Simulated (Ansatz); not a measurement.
Crystal: GaCuSe2.

```
Se Ga Cu
1.0
    -2.80955    2.80955    5.51300
     2.80955   -2.80955    5.51300
     2.80955    2.80955   -5.51300
Se Ga Cu
4 2 2
Direct
  0.12562 0.62500 0.00062
  0.87500 0.87438 0.49938
  0.62438 0.12500 0.99938
  0.37500 0.37562 0.50062
  0.25000 0.75000 0.50000
  0.50000 0.50000 0.00000
  0.75000 0.25000 0.50000
  0.00000 0.00000 0.00000
```

Base run:

```yaml
Program: Ansatz 0.2.0
Functional: PBEsol
Potentials_or_basis: Ansatz PAW
Cutoff: "420 eV (not typed: the program's choice for these potentials)"
k_mesh: 7 × 7 × 7
Occupations: fermi-dirac, width 0.05 eV
Spin: no spin polarisation
```

Its results: band gap on the k mesh 0.16 eV, direct; pressure -0.7 GPa; largest force 0.433 eV/Å.

Question: The run is repeated on the same cell with these changes: functional from PBEsol to r2SCAN; cutoff from 420 eV (not typed: the program's choice for these potentials) to 500 eV (not typed: the program's choice for these potentials). What comes out?

Answer: Band gap on the k mesh 0.63 eV, direct; pressure 0.3 GPa; largest force 0.227 eV/Å.

r2SCAN gives the wider gap, since meta-GGAs in the generalised Kohn-Sham scheme recover part of the derivative discontinuity.

Caveats: the PAW data sets come from PBE, with cores solved anew for the run's functional, which leaves a small shift of forces and pressure.
